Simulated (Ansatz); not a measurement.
# MgO (Fm-3m): the equilibrium volume

Aim: the volume at which the pressure of MgO (Fm-3m) vanishes.

Program: Ansatz 0.2.0. Level of theory: DFT PBEsol, scalar-relativistic, plane waves, PAW. These are calculated values, not measurements.

2 further runs of the same task are left out: 2 set aside as unsound or not needed.

### Step 1. The structure to begin with

Symmetry: Fm-3m, No. 225, cubic system. Conventional cell: a = 4.194 Å, b = 4.194 Å, c = 4.194 Å, α = 90.00°, β = 90.00°, γ = 90.00°. Mg (site symmetry m-3m) has 6 O at 2.10 Å as nearest neighbours. O (site symmetry m-3m) has 6 Mg at 2.10 Å as nearest neighbours.

Structure file:

```
Mg O
1.0
     0.00000    2.09700    2.09700
     2.09700    0.00000    2.09700
     2.09700    2.09700    0.00000
Mg O
1 1
Direct
  0.00000 0.00000 0.00000
  0.50000 0.50000 0.50000
```

### Step 2. The first run (PBEsol, 8×8×8 mesh)

input.yaml reads:

```yaml
crystal:
  lattice:
    - [0.0, 2.0970013927, 2.0970013927]
    - [2.0970013927, 0.0, 2.0970013927]
    - [2.0970013927, 2.0970013927, 0.0]
  atoms:
    - { symbol: Mg, position: [0.0, 0.0, 0.0] }
    - { symbol: O, position: [0.5, 0.5, 0.5] }
basis:
  ecutwfc: 420
kpoints:
  mp_grid: { grid: [8, 8, 8] }
hamiltonian:
  xc: pbesol
scf:
  occupations: { method: gaussian, width: 0.1 }
output:
  forces: true
  stress: true
  eigenvalues: true
```

The run is started by

```console
$ ansatz run input.yaml --threads 8 --pin off --max-ram 16384MiB --backend cpu --events-out ev --progress --plain --runs-dir out
```

After this run come: Relaxing cell and atoms.

**Question.** What will these runs give? Wanted: volume; pressure; conventional cell; gap on the mesh.

**Answer**, as computed:

| quantity | value |
| --- | --- |
| volume | 9.354 Å³/atom |
| pressure | 0.01 GPa |
| conventional cell | a = 4.214 Å, b = 4.214 Å, c = 4.214 Å, α = 90.00°, β = 90.00°, γ = 90.00° |
| gap on the mesh | 4.62 eV |

What this shows: From the first run shown, the volume went from 9.22 to 9.35 Å³/atom (+1.4 %) in 2 runs, where the pressure is zero within 0.01 GPa.

These are semilocal Kohn-Sham gaps, which aren't the measured quantity. Such gaps usually fall short of the measured ones.
